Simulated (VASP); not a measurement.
GeS:

```
Ge S
1.0
    10.65745    0.00000    0.00000
     0.00000    3.68424    0.00000
     0.00000    0.00000    4.34935
Ge S
4 4
Direct
  0.12473 0.25000 0.13269
  0.37527 0.75000 0.63269
  0.62473 0.25000 0.36731
  0.87527 0.75000 0.86731
  0.84950 0.25000 0.49643
  0.65050 0.75000 0.99643
  0.34950 0.25000 0.00357
  0.15050 0.75000 0.50357
```

Base run:

```yaml
Program: VASP 6.6.1
Functional: r2SCAN
Potentials_or_basis: VASP PAW PBE potentials, release 64 (Ge_d, S)
Cutoff: 520 eV
k_mesh: 4 × 8 × 6
Occupations: gaussian, width 0.03 eV
Spin: no spin polarisation
```

Its results: band gap on the k mesh 1.41 eV, indirect (least direct gap 1.46 eV); pressure -1.0 GPa; largest force 0.269 eV/Å.

Question: The run is repeated on the same cell with these changes: functional from r2SCAN to PBE. What comes out?

Answer: Band gap on the k mesh 1.22 eV, indirect (least direct gap 1.25 eV); pressure 0.5 GPa; largest force 0.022 eV/Å.

r2SCAN gives the wider gap, since meta-GGAs in the generalised Kohn-Sham scheme recover part of the derivative discontinuity.

Caveats: the PAW data sets were made with another functional, which shifts forces and pressure a little (some runs).
